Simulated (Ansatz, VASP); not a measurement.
LiF (Griceite): VASP beside Ansatz

INCAR

```
SYSTEM = LiF
PREC = Accurate
ENCUT = 600
EDIFF = 1E-6
ISMEAR = -1
SIGMA = 0.05
LREAL = .False.
LASPH = .True.
NELM = 80
ALGO = Normal
ISIF = 2
LWAVE = .False.
LCHARG = .False.
GGA = PE
```

KPOINTS

```
regular mesh
0
Gamma
  11 11 11
  0 0 0
```

File POSCAR:

```
LiF
1.0
    0.0000000000      2.0140000000      2.0140000000
    2.0140000000      0.0000000000      2.0140000000
    2.0140000000      2.0140000000      0.0000000000
F Li
1 1
Direct
    0.5000000000      0.5000000000      0.5000000000
    0.0000000000      0.0000000000      0.0000000000
```

File KPOINTS_OPT:

```
path GXWKGLUWLK,UX
10
line-mode
reciprocal
 0.0000000000  0.0000000000  0.0000000000  G
 0.5000000000  0.0000000000  0.5000000000  X

 0.5000000000  0.0000000000  0.5000000000  X
 0.5000000000  0.2500000000  0.7500000000  W

 0.5000000000  0.2500000000  0.7500000000  W
 0.3750000000  0.3750000000  0.7500000000  K

 0.3750000000  0.3750000000  0.7500000000  K
 0.0000000000  0.0000000000  0.0000000000  G

 0.0000000000  0.0000000000  0.0000000000  G
 0.5000000000  0.5000000000  0.5000000000  L

 0.5000000000  0.5000000000  0.5000000000  L
 0.6250000000  0.2500000000  0.6250000000  U

 0.6250000000  0.2500000000  0.6250000000  U
 0.5000000000  0.2500000000  0.7500000000  W

 0.5000000000  0.2500000000  0.7500000000  W
 0.5000000000  0.5000000000  0.5000000000  L

 0.5000000000  0.5000000000  0.5000000000  L
 0.3750000000  0.3750000000  0.7500000000  K

 0.6250000000  0.2500000000  0.6250000000  U
 0.5000000000  0.0000000000  0.5000000000  X
```

input.yaml

```yaml
crystal:
  lattice:
    - [0.0, 2.014, 2.014]
    - [2.014, 0.0, 2.014]
    - [2.014, 2.014, 0.0]
  atoms:
    - { symbol: F, position: [0.5, 0.5, 0.5] }
    - { symbol: Li, position: [0.0, 0.0, 0.0] }
hamiltonian:
  xc: pbe
  pseudopotentials: { kind: paw }
kpoints:
  mp_grid: { grid: [11, 11, 11] }
  band_path:
    path:
      - [[0.0, 0.0, 0.0], [0.5, 0.0, 0.5], [0.5, 0.25, 0.75], [0.375, 0.375, 0.75], [0.0, 0.0, 0.0], [0.5, 0.5, 0.5], [0.625, 0.25, 0.625], [0.5, 0.25, 0.75], [0.5, 0.5, 0.5], [0.375, 0.375, 0.75]]
      - [[0.625, 0.25, 0.625], [0.5, 0.0, 0.5]]
    npoints: 14
scf:
  occupations: { method: fermi_dirac, width: 0.05 }
  n_extra_bands: 6
output:
  forces: true
  stress: true
  eigenvalues: true
  fatbands: false
  write_density: true
  write_potential: true
  elf: true
  volumetric_format: npy
```

Alike in both runs: task band structure; functional PBE; k mesh 11 × 11 × 11; occupations fermi-dirac, width 0.05 eV; no spin polarisation.

|  | VASP | Ansatz |
| --- | --- | --- |
| version | VASP 6.6.1 | Ansatz 0.2.0 |
| potentials or method | VASP PAW PBE potentials, release 64 (F_GW, Li_sv_GW) | Ansatz PAW |
| plane-wave cutoff (eV) | 600 | 420 |
| valence electrons in the cell | 10 | 10 |

Ansatz gave:

| Item | Value |
| --- | --- |
| gap on the k mesh at the Fermi level (eV) | 9.09 |
| least direct gap on the mesh (eV) | 9.09 |
| gap along the band path (eV) | 9.09 |

Problem. Which values does VASP return?

Solution. gap on the k mesh at the Fermi level (eV): 9.06; least direct gap on the mesh (eV): 9.06; gap along the band path (eV): 9.06.

 As with any semilocal functional, this PBE gap is likely too small.
